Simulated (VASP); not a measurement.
# Br (Pm-3m) in VASP: further runs, part 2 of 2

VASP 6.6.1.

## 3. Relaxation of cell and atoms, r2SCAN

This run uses another cell than the first one, of 32.40 Å³/atom, 1.046 times its volume.

POSCAR

```
Br
1.0
    4.5976400000      0.0000000000      0.0000000000
    0.0000000000      4.5976400000      0.0000000000
    0.0000000000      0.0000000000      4.5976400000
Br
3
Direct
    0.5000000000      0.0000000000      0.0000000000
    0.0000000000      0.5000000000      0.0000000000
    0.0000000000      0.0000000000      0.5000000000
```

INCAR.step1

```
PREC     = Accurate       # precision mode
ENCUT    = 600            # plane-wave cutoff, eV
ISMEAR   = -1             # smearing method
SIGMA    = 0.02           # smearing width, eV
LREAL    = F              # projectors in reciprocal space
LASPH    = T              # aspherical terms in the spheres
NELM     = 100            # most SCF steps
GGA      = PE             # functional
ALGO     = Normal         # electronic algorithm
EDIFF    = 1E-4           # SCF threshold, eV
LWAVE    = T              # write WAVECAR
LCHARG   = F              # write CHGCAR
```

INCAR.step2

```
PREC     = Accurate       # precision mode
ENCUT    = 600            # plane-wave cutoff, eV
EDIFF    = 1E-7           # SCF threshold, eV
ISMEAR   = -1             # smearing method
SIGMA    = 0.02           # smearing width, eV
LREAL    = F              # projectors in reciprocal space
LASPH    = T              # aspherical terms in the spheres
NELM     = 100            # most SCF steps
ALGO     = Normal         # electronic algorithm
ISIF     = 3              # what is computed and relaxed
LWAVE    = F              # write WAVECAR
LCHARG   = F              # write CHGCAR
METAGGA  = R2SCAN         # meta-GGA
LMIXTAU  = T            
IBRION   = 2              # ionic algorithm
NSW      = 80             # ionic steps
EDIFFG   = -0.03          # ionic threshold
ISTART   = 1
```

KPOINTS

```
regular mesh
0
Gamma
  5 5 5
```

Potentials or basis: VASP PAW PBE potentials, release 64 (Br).

Run with:

```bash
cat potpaw_PBE.64/Br/POTCAR > POTCAR
cp INCAR.step1 INCAR
mpirun -np 1 vasp_std > vasp.out
cp INCAR.step2 INCAR
mpirun -np 1 vasp_std > vasp.out
```

OUTCAR:

```text
PREC = Accurate
   ENCUT = 600
   EDIFF = 1E-7
   ISMEAR = -1
   LREAL = F
   LASPH = T
   NELM = 100
   ISIF = 3
   METAGGA = R2SCAN
   IBRION = 2
   NSW = 80
   EDIFFG = -0.03
   ISTART = 1

 ion  position               nearest neighbor table
   1  0.500  0.000  0.000-
   2  0.000  0.500  0.000-
   3  0.000  0.000  0.500-

  LATTYP: Found a simple cubic cell.
 ALAT       =     4.5976400000

  Lattice vectors:

 A1 = (   4.5976400000,   0.0000000000,   0.0000000000)
 A2 = (   0.0000000000,   4.5976400000,   0.0000000000)
 A3 = (   0.0000000000,   0.0000000000,   4.5976400000)

Analysis of symmetry for initial positions (statically):
=====================================================================
 Subroutine PRICEL returns:
 Original cell was already a primitive cell.

 Routine SETGRP: Setting up the symmetry group for a
 simple cubic supercell.

 Subroutine GETGRP returns: Found 48 space group operations
 (whereof 48 operations were pure point group operations)
 out of a pool of 48 trial point group operations.

The static configuration has the point symmetry O_h .

Analysis of symmetry for dynamics (positions and initial velocities):
=====================================================================
 Subroutine PRICEL returns:
 Original cell was already a primitive cell.

 Routine SETGRP: Setting up the symmetry group for a
 simple cubic supercell.

 Subroutine GETGRP returns: Found 48 space group operations
 (whereof 48 operations were pure point group operations)
 out of a pool of 48 trial point group operations.

The dynamic configuration has the point symmetry O_h .

 Subroutine INISYM returns: Found 48 space group operations
 (whereof 48 operations are pure point group operations),
 and found     1 'primitive' translations

----------------------------------------------------------------------------------------

                                     Primitive cell

  volume of cell :      97.1863

  direct lattice vectors                    reciprocal lattice vectors
     4.597640000  0.000000000  0.000000000     0.217502893  0.000000000  0.000000000
     0.000000000  4.597640000  0.000000000     0.000000000  0.217502893  0.000000000
     0.000000000  0.000000000  4.597640000     0.000000000  0.000000000  0.217502893

  length of vectors
     4.597640000  4.597640000  4.597640000     0.217502893  0.217502893  0.217502893

  position of ions in fractional coordinates (direct lattice)
     0.500000000  0.000000000  0.000000000
     0.000000000  0.500000000  0.000000000
     0.000000000  0.000000000  0.500000000

  ion indices of the primitive-cell ions
   primitive index   ion index
                 1           1
                 2           2
                 3           3

----------------------------------------------------------------------------------------

 KPOINTS: regular mesh

Automatic generation of k-mesh.
 Grid dimensions read from file:
 generate k-points for:    5    5    5

 Generating k-lattice:

  Cartesian coordinates                     Fractional coordinates (reciprocal lattice)
     0.043500579  0.000000000  0.000000000     0.200000000  0.000000000  0.000000000
     0.000000000  0.043500579  0.000000000     0.000000000  0.200000000  0.000000000
     0.000000000  0.000000000  0.043500579     0.000000000  0.000000000  0.200000000

  Length of vectors
     0.043500579  0.043500579  0.043500579

  Shift w.r.t. Gamma in fractional coordinates (k-lattice)
     0.000000000  0.000000000  0.000000000

 Subroutine IBZKPT returns following result:
 ===========================================

 Found     10 irreducible k-points:

 Following reciprocal coordinates:
            Coordinates               Weight
  0.000000  0.000000  0.000000      1.000000
  0.200000  0.000000  0.000000      6.000000
  0.400000  0.000000  0.000000      6.000000
  0.200000  0.200000  0.000000     12.000000
  0.400000  0.200000  0.000000     24.000000
  0.400000  0.400000  0.000000     12.000000
  0.200000  0.200000  0.200000      8.000000
  0.400000  0.200000  0.200000     24.000000
  0.400000  0.400000  0.200000     24.000000
  0.400000  0.400000  0.400000      8.000000
   k-points           NKPTS =     10   k-points in BZ     NKDIM =     10   number of bands    NBANDS=     14
   number of dos      NEDOS =    301   number of ions     NIONS =      3
   total plane-waves  NPLWV =  64000
   dimension x,y,z NGX =    40 NGY =   40 NGZ =   40
   dimension x,y,z NGXF=    80 NGYF=   80 NGZF=   80
   ions per type =               3
   NGX,Y,Z   is equivalent  to a cutoff of  14.46, 14.46, 14.46 a.u.
   NGXF,Y,Z  is equivalent  to a cutoff of  28.93, 28.93, 28.93 a.u.
 SYSTEM =  unknown system
   PREC   = accura    normal or accurate (medium, high low for compatibility)
   ISTART =      1    job   : 0-new  1-cont  2-samecut
   ICHARG =      0    charge: 1-file 2-atom 10-const
   ISPIN  =      1    spin polarized calculation?
   LNONCOLLINEAR =      F non collinear calculations
   LSORBIT =      F    spin-orbit coupling
   LASPH  =      T    aspherical Exc in radial PAW
   ENCUT  =  600.0 eV  44.10 Ry    6.64 a.u.   9.18  9.18  9.18*2*pi/ulx,y,z
   NELM   =    100;   NELMIN=  2; NELMDL=  0     # of ELM steps
   EDIFF  = 0.1E-06   stopping-criterion for ELM
   LREAL  =      F    real-space projection
   EDIFFG = -.3E-01   stopping-criterion for IOM
   NSW    =     80    number of steps for IOM
   IBRION =      2    ionic relax: 0-MD 1-quasi-New 2-CG
   NFREE  =      1    steps in history (QN), initial steepest desc. (CG)
   ISIF   =      3    stress and relaxation
   ISYM   =      2    0-nonsym 1-usesym 2-fastsym
   POTIM  = 0.5000    time-step for ionic-motion
   TEBEG  =    0.0;   TEEND  =   0.0 temperature during run
   PSTRESS=    0.0 pullay stress
   NELECT =      21.0000    total number of electrons
   NUPDOWN=      -1.0000    fix difference up-down
   EMIN   =  10.00;   EMAX   =-10.00  energy-range for DOS
   EFERMI =   0.00;   METHOD = LEGACY
   ISMEAR =    -1;   SIGMA  =   0.02  broadening in eV -4-tet -1-fermi 0-gaus
   EFERMI_NEDOS =   21; number of points for ismear=-14 and -15
   IALGO  =     38    algorithm
   IMIX   =      4    mixing-type and parameters
     AMIX     =   0.40;   BMIX     =  1.00
     AMIX_MAG =   1.60;   BMIX_MAG =  1.00
  volume/ion in A,a.u.               =      32.40       218.62
  Fermi-wavevector in a.u.,A,eV,Ry     =   0.982380  1.856430 13.130588  0.965071
  Thomas-Fermi vector in A             =   2.113458
   LORBIT       =      0    0 simple, 1 ext, 2 COOP (PROOUT), +10 PAW based schemes
   METAGGA = R2SCAN    functional components
   LHFCALC =     F    Hartree Fock is set to
   AEXX    =    0.0000 exact exchange contribution
   IVDW    =     0    specifies the selected vdW correction
   LEPSILON=     F    determine dielectric tensor
   LRPA    =     F    only Hartree local field effects (RPA)
 conjugate gradient relaxation of ions
 non-spin polarized calculation
  energy-cutoff  :      600.00
  volume of cell :       97.19
 maximum number of plane-waves:      3257
 NGX is ok and might be reduce to    40
   NGX = 19   NGY = 19   NGZ = 19

--------------------------------------- Ionic step        1  -------------------------------------------

 number of electron      21.0000005 magnetization

 Free energy of the ion-electron system (eV)
  ---------------------------------------------------
  ext. energy  EPLUGINS =         0.00000000
  ---------------------------------------------------
  free energy    TOTEN  =       -37.72336837 eV

  energy without entropy =      -37.71782853  energy(sigma->0) =      -37.72059845

 E-fermi :  -0.2055     XC(G=0):  -8.5629

 val. band max:       -0.2528479588   @ k =   0.4000   0.0000   0.0000
 cond. band min:      -0.1496628432   @ k =   0.4000   0.2000   0.0000
 fundamental gap:      0.1031851156
 Fermi energy:        -0.2054562788

 k-point     1 :       0.0000    0.0000    0.0000
  band No.  band energies     occupation
      1     -15.9217      2.00000
      2     -14.1013      2.00000
      3     -14.1013      2.00000
      4      -3.9249      2.00000
      5      -3.9249      2.00000
      6      -3.9249      2.00000
      7      -1.1764      2.00000
      8      -1.1764      2.00000
      9      -1.1764      2.00000
     10       0.1339      0.00000
     11       0.1339      0.00000
     12       0.1339      0.00000
     13       5.3255      0.00000
     14       7.8398      0.00000
[... 222 lines left out ...]
  energy  without entropy=      -37.7330500962  energy(sigma->0) =      -37.73553943

--------------------------------------- Ionic step        3  -------------------------------------------

 number of electron      20.9999999 magnetization

 Free energy of the ion-electron system (eV)
  ---------------------------------------------------
  ext. energy  EPLUGINS =         0.00000000
  ---------------------------------------------------
  free energy    TOTEN  =       -37.73914350 eV

  energy without entropy =      -37.73433343  energy(sigma->0) =      -37.73673847

 E-fermi :   0.2228     XC(G=0):  -8.7684

 val. band max:        0.1732103887   @ k =   0.4000   0.0000   0.0000
 cond. band min:       0.2813363830   @ k =   0.4000   0.2000   0.0000
 fundamental gap:      0.1081259942
 Fermi energy:         0.2228029095

 k-point     1 :       0.0000    0.0000    0.0000
  band No.  band energies     occupation
      1     -15.7661      2.00000
      2     -13.7397      2.00000
      3     -13.7397      2.00000
      4      -3.7644      2.00000
      5      -3.7644      2.00000
      6      -3.7644      2.00000
      7      -0.8187      2.00000
      8      -0.8187      2.00000
      9      -0.8187      2.00000
     10       0.5913      0.00000
     11       0.5913      0.00000
     12       0.5913      0.00000
     13       5.5398      0.00000
     14       8.3510      0.00000
[... 181 lines left out ...]
  FREE ENERGIE OF THE ION-ELECTRON SYSTEM (eV)
  ---------------------------------------------------
  free  energy   TOTEN  =       -37.7391435032 eV

  energy  without entropy=      -37.7343334322  energy(sigma->0) =      -37.73673847

 reached required accuracy - stopping structural energy minimisation
```

Wall time 2.1 min (1 thread of Intel Xeon Platinum 8559C (Emerald Rapids), shared host); peak memory 0.25 GiB.

What came out:

```
Free energy                            : -37.7391 eV
Relaxed volume                         : 30.99 Å³/atom
Relaxed cell                           : a = 4.530 Å, b = 4.530 Å, c = 4.530 Å, α = 90.00°, β = 90.00°, γ = 90.00°
Space group after relaxing (to 0.05 Å) : Pm-3m (No. 221)
Energy gained by relaxing              : 5.3 meV/atom
Ionic steps                            : 3
Pressure after relaxing                : 0.0 GPa
Band gap on the k mesh                 : none (metal or under the smearing width)
```

Step by step:
```tsv
step	energy change (eV)	largest force (eV/Å)	pressure (GPa)	volume (Å³)
1	0.0000	0.0000	-1.13	97.19
2	-0.0147	0.0000	-0.32	94.01
3	-0.0158	0.0000	-0.02	92.98
```

Final structure:
```yaml
crystal:
  lattice:
    - [4.53031, 0.00000, 0.00000]
    - [0.00000, 4.53031, 0.00000]
    - [0.00000, 0.00000, 4.53031]
  atoms:
    - { symbol: Br, position: [0.50000, 0.00000, 0.00000] }
    - { symbol: Br, position: [0.00000, 0.50000, 0.00000] }
    - { symbol: Br, position: [0.00000, 0.00000, 0.50000] }
```

Caveat: the PAW data sets were made with another functional, which shifts forces and pressure a little; an odd number of electrons without spin polarisation forces a metal; a magnetic or distorted state may lie lower.
